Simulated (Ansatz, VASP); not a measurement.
**Two plane-wave programs on GaCo**

The input INCAR:

```
SYSTEM = GaCo
ALGO = Fast
EDIFF = 1E-6
ENCUT = 520
GGA = PS
ISIF = 2
ISMEAR = 0
LASPH = .TRUE.
LCHARG = .FALSE.
LREAL = .FALSE.
LWAVE = .FALSE.
NBANDS = 18
NELM = 100
PREC = Accurate
SIGMA = 0.15
```

The input KPOINTS:

```
k-points
0
G
  16 16 16
  0 0 0
```

Contents of POSCAR:

```
GaCo
1.0
    2.6524520000      0.0000000000      0.0000000000
    0.0000000000      2.6524520000      0.0000000000
    0.0000000000      0.0000000000      2.8831000000
Ga Co
1 1
Direct
    0.5000000000      0.5000000000      0.5000000000
    0.0000000000      0.0000000000      0.0000000000
```

Input for Ansatz:

```yaml
crystal:
  lattice:
    - [2.652452, 0.0, 0.0]
    - [0.0, 2.652452, 0.0]
    - [0.0, 0.0, 2.8831]
  atoms:
    - { symbol: Ga, position: [0.5, 0.5, 0.5] }
    - { symbol: Co, position: [0.0, 0.0, 0.0] }
basis:
  ecutwfc: 420
kpoints:
  mp_grid: { grid: [16, 16, 16] }
hamiltonian:
  xc: pbesol
scf:
  occupations: { method: gaussian, width: 0.15 }
output:
  forces: true
  stress: true
  eigenvalues: true
```

Change from the starting cell: strain -0.080 along x and y, +0.000 along z, atoms carried along.

Alike in both runs: task single point; functional PBEsol; k mesh 16 × 16 × 16; occupations gaussian, width 0.15 eV; no spin polarisation.

```csv
,VASP,Ansatz
version,VASP 6.6.1,Ansatz 0.2.0
potentials or method,"VASP PAW PBE potentials, release 64 (Ga_d, Co)","scalar-relativistic, plane waves, PAW"
plane-wave cutoff (eV),520,420
valence electrons in the cell,22,30
```

|  | VASP | Ansatz | Ansatz less VASP |
| --- | --- | --- | --- |
| gap on the k mesh at the Fermi level (eV) | none | none | - |
| pressure (GPa) | 33.0 | 32.8 | -0.17 |
| largest component of the traceless stress (GPa) | 3.62 | 3.59 | -0.026 |

A gap of «none» marks a metal or a gap that the smearing closes. The two sets of potentials don't hold the same shells in valence.

Caveats: so large a pressure means that the cell lies far from this level's equilibrium, or that cutoff or potentials fall short (VASP); the potentials were made for another functional, which shifts forces and pressure (VASP). Spin polarisation is off, so any magnetic state and its effect on volume and gap are missing.
